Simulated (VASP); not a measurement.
# CuI (Cmcm) in VASP: electric field gradients with PBE

Aim: the electric field gradients of CuI with PBE.

All numbers are computed with VASP 6.6.1; they aren't measurements. Logs are shortened: lines on timing, memory, paths and dates and some standing lists are left out, and cuts for length are marked.

## (1) The crystal as given

The structure is orthorhombic, space group Cmcm (No. 63). The conventional cell has a = 7.466 Å, b = 7.422 Å, c = 4.307 Å, α = 90.00°, β = 90.00°, γ = 90.00°. Cu (site symmetry m2m) is surrounded by 2 Cu at 2.46 Å and 3 I at 2.58 to 2.59 Å. I (site symmetry m2m) has 3 Cu at 2.58 to 2.59 Å as nearest neighbours.

Measurements of this composition are mostly on another form, of space group No. 216.

## (2) Electric field gradients, PBE

INCAR

```
ALGO = Normal
EDIFF = 1E-8
ENCUT = 520
GGA = PE
ISIF = 2
ISMEAR = -1
LASPH = True
LCHARG = False
LEFG = True
LREAL = False
LWAVE = False
NBANDS = 26
NELM = 100
PREC = Accurate
SIGMA = 0.02
```

KPOINTS

```
k-points
0
Gamma
  5 5 6
```

POSCAR

```
CuI
1.0
    3.7331675900     -3.7110863700      0.0000000000
    3.7331675900      3.7110863700      0.0000000000
    0.0000000000      0.0000000000      4.3069976700
Cu I
2 2
Direct
    0.4204388300      0.5795611700      0.7500000000
    0.5795611700      0.4204388300      0.2500000000
    0.7700426800      0.2299573200      0.7500000000
    0.2299573200      0.7700426800      0.2500000000
```

Potentials or basis: VASP PAW PBE potentials, release 64 (Cu, I).

Started as:

```sh
cat potpaw_PBE.64/Cu/POTCAR potpaw_PBE.64/I/POTCAR > POTCAR
mpirun -np 1 vasp_std > vasp.out
```

OUTCAR:

```text
EDIFF = 1E-8
   ENCUT = 520
   GGA = PE
   ISIF = 2
   ISMEAR = -1
   LASPH = True
   LREAL = False
   NELM = 100
   PREC = Accurate

 ion  position               nearest neighbor table
   1  0.420  0.580  0.750-   2 2.46   2 2.46   4 2.58   4 2.58   3 2.59
   2  0.580  0.420  0.250-   1 2.46   1 2.46   3 2.58   3 2.58   4 2.59
   3  0.770  0.230  0.750-   2 2.58   2 2.58   1 2.59
   4  0.230  0.770  0.250-   1 2.58   1 2.58   2 2.59

  LATTYP: Found a base centered orthorhombic cell.
 ALAT       =     7.4221727400
 B/A-ratio  =     1.0059500690
 C/A-ratio  =     0.5802879859

  Lattice vectors:

 A1 = (  -3.7331675900,  -3.7110863700,   0.0000000000)
 A2 = (   3.7331675900,  -3.7110863700,   0.0000000000)
 A3 = (   0.0000000000,   0.0000000000,   4.3069976700)

Analysis of symmetry for initial positions (statically):
=====================================================================
 Subroutine PRICEL returns:
 Original cell was already a primitive cell.

 Routine SETGRP: Setting up the symmetry group for a
 base centered orthorhombic supercell.

 Subroutine GETGRP returns: Found  8 space group operations
 (whereof  4 operations were pure point group operations)
 out of a pool of  8 trial point group operations.

The static configuration has the point symmetry C_2h.
 The point group associated with its full space group is D_2h.

Analysis of symmetry for dynamics (positions and initial velocities):
=====================================================================
 Subroutine PRICEL returns:
 Original cell was already a primitive cell.

 Routine SETGRP: Setting up the symmetry group for a
 base centered orthorhombic supercell.

 Subroutine GETGRP returns: Found  8 space group operations
 (whereof  4 operations were pure point group operations)
 out of a pool of  8 trial point group operations.

The dynamic configuration has the point symmetry C_2h.
 The point group associated with its full space group is D_2h.

 Subroutine INISYM returns: Found  8 space group operations
 (whereof  4 operations are pure point group operations),
 and found     1 'primitive' translations

----------------------------------------------------------------------------------------

                                     Primitive cell

  volume of cell :     119.3392

  direct lattice vectors                    reciprocal lattice vectors
     3.733167590 -3.711086370  0.000000000     0.133934518 -0.134731437  0.000000000
     3.733167590  3.711086370  0.000000000     0.133934518  0.134731437  0.000000000
     0.000000000  0.000000000  4.306997670     0.000000000  0.000000000  0.232180297

  length of vectors
     5.263905613  5.263905613  4.306997670     0.189976354  0.189976354  0.232180297

  position of ions in fractional coordinates (direct lattice)
     0.420438830  0.579561170  0.750000000
     0.579561170  0.420438830  0.250000000
     0.770042680  0.229957320  0.750000000
     0.229957320  0.770042680  0.250000000

  ion indices of the primitive-cell ions
   primitive index   ion index
                 1           1
                 2           2
                 3           3
                 4           4

----------------------------------------------------------------------------------------

 KPOINTS: k-points

Automatic generation of k-mesh.
 Grid dimensions read from file:
 generate k-points for:    5    5    6

 Generating k-lattice:

  Cartesian coordinates                     Fractional coordinates (reciprocal lattice)
     0.026786904 -0.026946287  0.000000000     0.200000000 -0.000000000  0.000000000
     0.026786904  0.026946287  0.000000000    -0.000000000  0.200000000  0.000000000
     0.000000000  0.000000000  0.038696716     0.000000000  0.000000000  0.166666667

[... 42 lines left out ...]
   dimension x,y,z NGXF=    80 NGYF=   80 NGZF=   64
   ions per type =               2   2
   NGX,Y,Z   is equivalent  to a cutoff of  12.63, 12.63, 12.35 a.u.
   NGXF,Y,Z  is equivalent  to a cutoff of  25.27, 25.27, 24.70 a.u.
 SYSTEM =  unknown system
   PREC   = accura    normal or accurate (medium, high low for compatibility)
   ISTART =      0    job   : 0-new  1-cont  2-samecut
   ICHARG =      2    charge: 1-file 2-atom 10-const
   ISPIN  =      1    spin polarized calculation?
   LNONCOLLINEAR =      F non collinear calculations
   LSORBIT =      F    spin-orbit coupling
   LASPH  =      T    aspherical Exc in radial PAW
   ENCUT  =  520.0 eV  38.22 Ry    6.18 a.u.   9.79  9.79  8.01*2*pi/ulx,y,z
   NELM   =    100;   NELMIN=  2; NELMDL= -5     # of ELM steps
   EDIFF  = 0.1E-07   stopping-criterion for ELM
   LREAL  =      F    real-space projection
   EDIFFG = 0.1E-06   stopping-criterion for IOM
   NSW    =      0    number of steps for IOM
   IBRION =     -1    ionic relax: 0-MD 1-quasi-New 2-CG
   NFREE  =      0    steps in history (QN), initial steepest desc. (CG)
   ISIF   =      2    stress and relaxation
   ISYM   =      2    0-nonsym 1-usesym 2-fastsym
   POTIM  = 0.5000    time-step for ionic-motion
   TEBEG  =    0.0;   TEEND  =   0.0 temperature during run
   PSTRESS=    0.0 pullay stress
   NELECT =      36.0000    total number of electrons
   NUPDOWN=      -1.0000    fix difference up-down
   EMIN   =  10.00;   EMAX   =-10.00  energy-range for DOS
   EFERMI =   0.00;   METHOD = LEGACY
   ISMEAR =    -1;   SIGMA  =   0.02  broadening in eV -4-tet -1-fermi 0-gaus
   EFERMI_NEDOS =   21; number of points for ismear=-14 and -15
   IALGO  =     38    algorithm
   IMIX   =      4    mixing-type and parameters
     AMIX     =   0.40;   BMIX     =  1.00
     AMIX_MAG =   1.60;   BMIX_MAG =  1.00
  volume/ion in A,a.u.               =      29.83       201.34
  Fermi-wavevector in a.u.,A,eV,Ry     =   1.097947  2.074818 16.401647  1.205487
  Thomas-Fermi vector in A             =   2.234316
   LORBIT       =      0    0 simple, 1 ext, 2 COOP (PROOUT), +10 PAW based schemes
   GGA     = PE    functional components
   LHFCALC =     F    Hartree Fock is set to
   AEXX    =    0.0000 exact exchange contribution
   IVDW    =     0    specifies the selected vdW correction
   LEPSILON=     F    determine dielectric tensor
   LRPA    =     F    only Hartree local field effects (RPA)
 non-spin polarized calculation
  energy-cutoff  :      520.00
  volume of cell :      119.34
 maximum number of plane-waves:      3248
   NGX = 19   NGY = 19   NGZ = 17

 number of electron      35.9999983 magnetization

 Free energy of the ion-electron system (eV)
  ---------------------------------------------------
  ext. energy  EPLUGINS =         0.00000000
  ---------------------------------------------------
  free energy    TOTEN  =       -10.92439163 eV

  energy without entropy =      -10.92439163  energy(sigma->0) =      -10.92439163

 E-fermi :   4.2898     XC(G=0):  -8.5886

 val. band max:        3.8536805055   @ k =   0.0000   0.0000   0.0000
 cond. band min:       4.8894022085   @ k =   0.0000   0.0000   0.0000
 fundamental gap:      1.0357217030
 Fermi energy:         4.2897655686

 k-point     1 :       0.0000    0.0000    0.0000
  band No.  band energies     occupation
      1      -9.9977      2.00000
      2      -9.2575      2.00000
      3      -1.7031      2.00000
      4      -0.3746      2.00000
      5      -0.1566      2.00000
      6      -0.0836      2.00000
[... 685 lines left out ...]
     25      11.4008      0.00000
     26      11.8979      0.00000

 [... further k-points ...]

------------------------ aborting loop because EDIFF is reached ----------------------------------------

  FORCE on cell =-STRESS in cart. coord.  units (eV):
  Direction    XX          YY          ZZ          XY          YZ          ZX
  --------------------------------------------------------------------------------------
  -------------------------------------------------------------------------------------
  Total        0.6602983      1.2114658      1.2459711      0.0000000     -0.0000000      0.0000000
  in kB        8.8647715     16.2644189     16.7276663      0.0000000     -0.0000000      0.0000000
  external PRESSURE =      13.9522856 kB  Pullay stress =       0.0000000 kB

 VOLUME and BASIS-vectors are now :
 -----------------------------------------------------------------------------
  energy-cutoff  :      520.00
  volume of cell :      119.34
      direct lattice vectors                 reciprocal lattice vectors
     3.733167590 -3.711086370  0.000000000     0.133934518 -0.134731437  0.000000000
     3.733167590  3.711086370  0.000000000     0.133934518  0.134731437  0.000000000
     0.000000000  0.000000000  4.306997670     0.000000000  0.000000000  0.232180297

 POSITION                                       TOTAL-FORCE (eV/Angst)
 -----------------------------------------------------------------------------------
      3.73317      0.59052      3.23025         0.000000      0.118954      0.000000
      3.73317     -0.59052      1.07675         0.000000     -0.118954     -0.000000
      3.73317     -2.00430      3.23025         0.000000     -0.145236     -0.000000
      3.73317      2.00430      1.07675         0.000000      0.145236     -0.000000
 -----------------------------------------------------------------------------------
    total drift:                                0.000000     -0.000000      0.000000

  FREE ENERGIE OF THE ION-ELECTRON SYSTEM (eV)
  ---------------------------------------------------
  free  energy   TOTEN  =       -10.9243916276 eV

  energy  without entropy=      -10.9243916276  energy(sigma->0) =      -10.92439163

 Electric field gradients (V/A^2)
---------------------------------------------------------------------
 ion       V_xx      V_yy      V_zz      V_xy      V_xz      V_yz
---------------------------------------------------------------------
   1      54.154   -14.389   -39.765     0.000    -0.000     0.000
   2      54.154   -14.389   -39.765     0.000    -0.000     0.000
   3    -403.690   299.516   104.174    -0.000     0.000    -0.000
   4    -403.690   299.516   104.174     0.000    -0.000    -0.000
---------------------------------------------------------------------

 Electric field gradients after diagonalization (V/A^2)
 (convention: |V_zz| > |V_xx| > |V_yy|)
----------------------------------------------------------------------
 ion       V_xx      V_yy      V_zz     asymmetry (V_yy - V_xx)/ V_zz
----------------------------------------------------------------------
   1     -39.765   -14.389    54.154       0.469
   2     -39.765   -14.389    54.154       0.469
   3     299.516   104.174  -403.690       0.484
   4     299.516   104.174  -403.690       0.484
----------------------------------------------------------------------

           NMR quadrupolar parameters

 Cq : quadrupolar parameter    Cq=e*Q*V_zz/h
 eta: asymmetry parameters     (V_yy - V_xx)/ V_zz
 Q  : nuclear electric quadrupole moment in mb (millibarn)
----------------------------------------------------------------------
 ion       Cq(MHz)       eta       Q (mb)
----------------------------------------------------------------------
   1       0.131       0.469       1.000
   2       0.131       0.469       1.000
   3      -0.976       0.484       1.000
   4      -0.976       0.484       1.000
----------------------------------------------------------------------
```

It took 2.6 min on 1 thread of AMD EPYC 7R43 (Zen 3), shared host; peak memory 0.25 GiB.

Results:

| Item | Value |
| --- | --- |
| Free energy | -10.9244 eV |
| Pressure | 1.4 GPa |
| Largest force | 0.145 eV/Å |
| Band gap on the k mesh | 1.04 eV, direct |

Forces on the atoms (eV/Å):
```
Cu   0.000  0.119  0.000
Cu   0.000 -0.119  0.000
I    0.000 -0.145  0.000
I    0.000  0.145  0.000
```

Levels at points of the mesh, in eV from the valence-band top:
| k point | band 16 | band 17 | band 18 | band 19 | band 20 | band 21 |
| --- | --- | --- | --- | --- | --- | --- |
| (0.00, 0.00, 0.00) | -1.49 | -0.92 | 0.00 | 1.04 | 1.75 | 2.44 |
| (0.00, 0.00, 0.50) | -1.81 | -1.60 | -1.60 | 3.68 | 3.68 | 3.81 |

Electric field gradients, principal values (V/Å²):
| atom | Vxx | Vyy | Vzz |
| --- | --- | --- | --- |
| 1 Cu | -14.389 | -39.765 | 54.154 |
| 2 Cu | -14.389 | -39.765 | 54.154 |
| 3 I | 104.174 | 299.516 | -403.690 |
| 4 I | 104.174 | 299.516 | -403.690 |

Caveat: spin-orbit coupling is left out, which moves the levels of the heavy elements; an odd mesh through Γ misses points on the zone boundary, where band edges often lie.
